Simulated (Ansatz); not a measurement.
WS$_{2}$: enthalpy against pressure

WS$_{2}$, P6_3/mmc, a = 3.154 Å, c = 12.146 Å. Ansatz: PBE+D3(BJ), PAW, 420 eV, Γ-centred 12×12×4 mesh on 6 atoms, Gaussian smearing 0.02 eV; no spin polarisation. Cell and atoms are relaxed at each pressure, and no other structure is tried, so the rows at high pressure may lie past a change of phase. y is the enthalpy over the state at zero pressure; there V0 = 17.441 Å³/atom. The pressures are the targets, met within 0.03 GPa.

```
P (GPa) y (eV/atom)
   -2.0      -0.2232
    0.0       0.0000
    2.0       0.2138
    5.0            ?
   10.0       1.0192
   20.0       1.9561
   40.0       3.6845
```

Problem. Fit y = c1 P + c2 P² + c3 P³ to the other rows, say what c1 and c2 mean, and predict the missing value.

Solution. Least squares on the rows shown. y = 0.10788 P − 0.00061985 P² + 5.6441×10⁻⁶ P³. Since dH/dP = V, c1 is V0: 0.10788 eV/GPa × 160.2 = 17.282 Å³ against 17.441; c2 = −V0/(2B0) gives B0 = 87 GPa, where a Birch–Murnaghan fit to the volumes of the same runs (not shown) gives 49 GPa: a cubic over this range folds the higher terms into c2. Above P = −c2/(3 c3) = 37 GPa the cubic's slope, the volume, would rise with pressure, so the form fails there. At P = 5.0 the fit asked for gives 0.5246 eV/atom. The run gave 0.5236 eV/atom, so the fit is 0.0010 eV/atom too high, within the rms miss on the fitted rows (0.0027 eV/atom).

Where the gap has closed, the smearing of 0.02 eV or less is narrow for a metal on this mesh. Spin–orbit coupling is left out, which can shift energies with elements as heavy as these.